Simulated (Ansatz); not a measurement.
The system is P.

```
CELL_PARAMETERS angstrom
1.64774 -5.46504 0.00000
1.64774 5.46504 0.00000
0.00000 0.00000 4.54364
ATOMIC_POSITIONS crystal
P 0.90414 0.09586 0.58882
P 0.09586 0.90414 0.41118
P 0.59586 0.40414 0.08882
P 0.40414 0.59586 0.91118
```

| Quantity | Value |
| --- | --- |
| Program | Ansatz 0.2.0 |
| Task | relaxation of cell and atoms |
| Functional | RPBE |
| Dispersion | D4 |
| Potentials or basis | Ansatz PAW |
| Cutoff | 420 eV (not typed: the program's choice for these potentials) |
| k mesh | 8 × 8 × 6 |
| Occupations | fermi-dirac, width 0.05 eV |
| Spin | no spin polarisation |

At the start: volume 20.46 Å³/atom.

**Question.** How do energy, volume and symmetry change on relaxing?

**Answer.** It ends after 10 steps and the volume is 15.45 Å³/atom (-24.5 %); space group Cmce (No. 64, to 0.05 Å).

The path:
| step | energy change (eV) | largest force (eV/Å) | volume (Å³) |
| --- | --- | --- | --- |
| 1 | 0.0000 | 0.4463 | 81.83 |
| 2 | -0.2314 | 0.1293 | 71.99 |
| 3 | -0.3699 | 0.1718 | 66.11 |
| 4 | -0.4204 | 0.1592 | 62.27 |
| 5 | -0.4252 | 0.5058 | 61.24 |
| 6 | -0.4441 | 0.3033 | 61.52 |
| 7 | -0.4561 | 0.0543 | 62.38 |
| 8 | -0.4567 | 0.0612 | 61.38 |
| 9 | -0.4576 | 0.0014 | 61.79 |
| 10 | -0.4567 | 0.0016 | 61.79 |

Final structure:
```
P
1.0
     1.67465   -4.91876    0.00000
     1.67465    4.91876    0.00000
     0.00000    0.00000    3.75089
P
4
Direct
  0.88798 0.11202 0.55271
  0.11202 0.88798 0.44729
  0.61202 0.38798 0.05271
  0.38798 0.61202 0.94729
```

Caveat: the volume moved by over 15 % at a fixed basis, so the end points are rough; the plane-wave basis is chosen anew once the cell has moved, so the energies of steps on either side of that aren't comparable; the PAW data sets come from PBE, with cores solved anew for the run's functional, which leaves a small shift of forces and pressure.
